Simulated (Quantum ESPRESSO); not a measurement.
Input of a Quantum ESPRESSO 7.5 run:

File run.py:

```python
import numpy as np
from ase.calculators.espresso import Espresso, EspressoProfile
from ase import Atoms

atoms = Atoms(['As', 'As'],
              cell=[[1.8807968987, 1.0858785957, 3.5140619945], [-1.8807968987, 1.0858785957, 3.5140619945], [0.0, -2.1717571915, 3.5140619945]],
              scaled_positions=[[0.226, 0.226, 0.226], [0.774, 0.774, 0.774]],
              pbc=True)

input_data = {
    'control': {'calculation': 'scf', 'prefix': 'pwscf', 'outdir': './tmp', 'tprnfor': True, 'tstress': True, 'disk_io': 'nowf'},
    'system': {'ecutwfc': 45.0, 'ecutrho': 360.0, 'nbnd': 10, 'occupations': 'smearing', 'smearing': 'fd', 'degauss': 0.00367493},
    'electrons': {'conv_thr': 4e-10, 'electron_maxstep': 120, 'mixing_beta': 0.5},
}
pseudopotentials = {'As': 'as_pbesol_v1.uspp.F.UPF'}
profile = EspressoProfile(command='mpirun -n 2 pw.x -nk 2', pseudo_dir='pseudo')
dft = Espresso(profile=profile, input_data=input_data, pseudopotentials=pseudopotentials, kpts=(9, 9, 9), koffset=(0, 0, 0))
atoms.calc = dft

print(f'energy {atoms.get_potential_energy():.8f} eV')
print('forces (eV/A)')
print(np.round(atoms.get_forces(), 6))
print('stress (eV/A^3, Voigt)')
print(np.round(atoms.get_stress(), 8))
print(f'Fermi level {dft.get_fermi_level():.4f} eV')
```

Potentials or basis: GBRV 1.5 PBEsol.

Run with:

```sh
$ OMP_NUM_THREADS=1 python run.py
```

Problem. Estimate the band gap on the k mesh.

Solution. None (metal or under the smearing width).

Problem. Estimate the largest force.

Solution. 0.448 eV/Å.

Problem. Predict the pressure.

Solution. 0.8 GPa.

Forces on the atoms (eV/Å):
```
As   0.000  0.000  0.448
As   0.000  0.000 -0.448
```
